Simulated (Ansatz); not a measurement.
The system is MnSi.

```
CELL_PARAMETERS angstrom
2.98743 0.00000 0.00000
0.00000 2.98743 0.00000
0.00000 0.00000 2.98743
ATOMIC_POSITIONS crystal
Mn 0.50000 0.50000 0.50000
Si 0.00000 0.00000 0.00000
```

The cell was built by a generator and needn't be a form met in nature.

* Program: Ansatz 0.2.0
* Task: relaxation of cell and atoms
* Functional: B3LYP
* Potentials or basis: Ansatz PAW
* Cutoff: 420 eV (not typed: the program's choice for these potentials)
* k mesh: 5 × 5 × 5
* Occupations: fermi-dirac, width 0.05 eV
* Spin: collinear spin, ferromagnetic start
* Starting moments: [4.0, 0.0] μB

At the start: volume 13.33 Å³/atom.

How do energy, volume and symmetry change on relaxing?

It ends after 6 steps and the volume is 11.16 Å³/atom (-16.3 %); space group Pm-3m (No. 221, to 0.05 Å); moment 1.00 μB per cell.

The path:
```csv
step,energy change (eV),largest force (eV/Å),volume (Å³)
1,0.0000,0.0000,26.66
2,-0.3213,0.0000,23.29
3,-0.3458,0.0000,22.48
4,-0.3459,0.0000,22.17
5,-0.3466,0.0000,22.33
6,-0.3448,0.0000,22.33
```

Final structure:
```
CELL_PARAMETERS angstrom
2.81590 0.00000 0.00000
0.00000 2.81590 0.00000
0.00000 0.00000 2.81590
ATOMIC_POSITIONS crystal
Mn 0.50000 0.50000 0.50000
Si 0.00000 0.00000 0.00000
```

Caveat: the k mesh is coarse (spacing up to 0.42 Å⁻¹), so the values aren't converged, least of all with exact exchange; the magnetic or orbital state may not be the lowest; the volume moved by over 15 % at a fixed basis, so the end points are rough; the plane-wave basis is chosen anew once the cell has moved, so the energies of steps on either side of that aren't comparable; the PAW data sets come from PBE, with cores solved anew for the run's functional, which leaves a small shift of forces and pressure.
